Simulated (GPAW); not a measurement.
Input of a GPAW 26.7.0 run:

The input run.py:

```python
import numpy as np
from ase import Atoms
from ase.dft.bandgap import bandgap
from ase.io import write
from gpaw import GPAW, PW, setup_paths
from gpaw.response.df import DielectricFunction

setup_paths.insert(0, '.')

atoms = Atoms(['Mn', 'Mn', 'O', 'O', 'O', 'O'],
              cell=[[2.8549554371, 0.0, 0.0],
                    [-1.4274777185, 2.4724639352, 0.0],
                    [0.0, 0.0, 10.2217427273]],
              scaled_positions=[[0.0, 0.0, 0.5],
                                [0.0, 0.0, 0.0],
                                [0.6666666667, 0.3333333333, 0.40685645],
                                [0.6666666667, 0.3333333333, 0.09314355],
                                [0.3333333333, 0.6666666667, 0.59314355],
                                [0.3333333333, 0.6666666667, 0.90685645]],
              pbc=True)
atoms.set_initial_magnetic_moments([5.0, 5.0, 0.0, 0.0, 0.0, 0.0])

calc = GPAW(mode=PW(600),
            xc='PBEsol',
            kpts={'size': (9, 9, 2), 'gamma': True},
            occupations={'name': 'fermi-dirac', 'width': 0.001},
            nbands=47,
            convergence={'density': 0.0001},
            maxiter=150,
            txt='gpaw.txt')
atoms.calc = calc
energy = atoms.get_potential_energy()
calc.write('gs.gpw')
write('result.traj', atoms)
print(f'Energy: {energy:.6f} eV')
print('Moments:', calc.get_magnetic_moments().round(3))
print('Fermi level:', round(calc.get_fermi_level(), 4), 'eV')
print(f'Gap: {bandgap(calc)[0]:.4f} eV, direct: {bandgap(calc, direct=True)[0]:.4f} eV')

for size in [(8, 8, 2), (12, 12, 3)]:
    name = 'x'.join(str(n) for n in size)
    dense = calc.fixed_density(kpts={'size': size, 'gamma': True},
                               nbands=81, convergence={'bands': 75, 'eigenstates': 1e-7},
                               update_fermi_level=True, txt=f'dense-{name}.txt')
    dense.write(f'{name}.gpw', mode='all')
    df = DielectricFunction(f'{name}.gpw', frequencies=np.array([0.0]), hilbert=False, eta=0.001,
                            ecut=80, nbands=75, intraband=False, txt=f'df-{name}.txt')
    for xc in ['RPA']:
        for direction in ['x', 'y', 'z', [0, 1, 1], [1, 0, 1], [1, 1, 0]]:
            e0, e = df.get_macroscopic_dielectric_constant(xc=xc, direction=direction)
            print(f'{name} {xc} {direction}: {e0:.4f} without, {e:.4f} with local fields')
```

Potentials or basis: PAW data sets generated in the run's folder for this functional, pw.

Launch:

```console
$ gpaw-setup -f PBEsol Mn O
$ OMP_NUM_THREADS=1 python run.py
```

**Question.** Predict the electronic dielectric tensor (diagonal).

**Answer.** 7.28, 7.28, 2.32.

**Question.** What does it give for the net moment?

**Answer.** 6.00 μB per cell.

Electronic dielectric tensor:
```
7.28 0.00 0.00
0.00 7.28 0.00
0.00 0.00 2.32
```

Caveat: the long-wavelength limit can be off by several per cent where d states take part; an odd mesh through Γ misses points on the zone boundary, where band edges often lie; only a ferromagnetic start was run, and an antiferromagnetic order may lie lower in energy.
